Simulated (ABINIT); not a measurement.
The system is CdS (Hawleyite).

```xyz
2
Lattice="0.0000 2.9165 2.9165 2.9165 0.0000 2.9165 2.9165 2.9165 0.0000" Properties=species:S:1:pos:R:3 pbc="T T T"
Cd    0.0000    0.0000    0.0000
S     4.3748    4.3748    4.3748
```

Program: ABINIT 10.8.3 (patched build). Alike in all runs: task single point; potentials or basis SPMS NC PBE v1.0; no spin polarisation; cell as given; k mesh 3 × 3 × 3; cutoff (eV) 1034; the mesh is coarse, so values aren't converged.

Task: Order these runs on this cell by their band gap on the k mesh, lowest first.
A. level B3LYP; smearing fixed
B. level HSE03(Libxc); smearing fixed
C. level PBE0-1/3; smearing fermi-dirac 0.05 eV

Result: B (2.10 eV), A (2.52 eV), C (3.48 eV).

Caveats: all runs use coarse meshes; exact exchange is summed on a coarse mesh, which widens gaps by tenths of an eV; Libxc's HSE differs a little from that of other programs (some runs).

Runs at the PBE level aren't shown here.
